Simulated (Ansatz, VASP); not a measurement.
This is a calculation of GaAs for Ansatz 0.2.0.

input.yaml

```yaml
crystal:
  lattice:
    - [0.0, 2.82685, 2.82685]
    - [2.8551185, 0.0, 2.82685]
    - [2.8551185, 2.82685, 0.0]
  atoms:
    - { symbol: As, position: [0.75, 0.75, 0.75] }
    - { symbol: Ga, position: [0.0, 0.0, 0.0] }
hamiltonian:
  xc: pbe
  pseudopotentials: { kind: paw }
kpoints:
  mp_grid: { grid: [8, 8, 8] }
scf:
  occupations: { method: fermi_dirac, width: 0.05 }
output:
  forces: true
  stress: true
  eigenvalues: true
```

Potentials or basis: Ansatz PAW.

The run is started by

```bash
$ ansatz run input.yaml --threads 2 --pin off --max-ram 5632MiB --backend cpu --events-out ev --progress --plain --runs-dir out
```

Task: Translate it to VASP 6.6.1. Potentials there: VASP PAW PBE potentials, release 64 (As, Ga_d).

Result: As run (the cutoff follows the program's own potentials):

INCAR

```
SYSTEM = GaAs
PREC = Accurate
ENCUT = 520
EDIFF = 1E-7
ISMEAR = -1
SIGMA = 0.05
LREAL = .FALSE.
LASPH = .TRUE.
NELM = 60
ALGO = Fast
ISIF = 2
LWAVE = .FALSE.
LCHARG = .FALSE.
GGA = PE
```

File KPOINTS:

```
regular mesh
0
G
  8 8 8
  0 0 0
```

POSCAR

```
GaAs
1.0
    0.0000000000      2.8268500000      2.8268500000
    2.8551185000      0.0000000000      2.8268500000
    2.8551185000      2.8268500000      0.0000000000
As Ga
1 1
Direct
    0.7500000000      0.7500000000      0.7500000000
    0.0000000000      0.0000000000      0.0000000000
```

Potentials or basis: VASP PAW PBE potentials, release 64 (As, Ga_d).

The run is started by

```bash
$ cat potpaw_PBE.64/As/POTCAR potpaw_PBE.64/Ga_d/POTCAR > POTCAR
$ mpirun -np 1 vasp_std > vasp.out
```

Both were run:

|  | VASP | Ansatz | Ansatz less VASP |
| --- | --- | --- | --- |
| gap on the k mesh at the Fermi level (eV) | 0.43 | 0.42 | -0.004 |
| least direct gap on the mesh (eV) | 0.43 | 0.42 | -0.004 |
| pressure (GPa) | 2.7 | 2.5 | -0.18 |
| largest component of the traceless stress (GPa) | 0.40 | 0.40 | +0.003 |

The functional is the same, so the differences come from potentials, cutoffs and numerics. The two sets of potentials don't hold the same shells in valence.
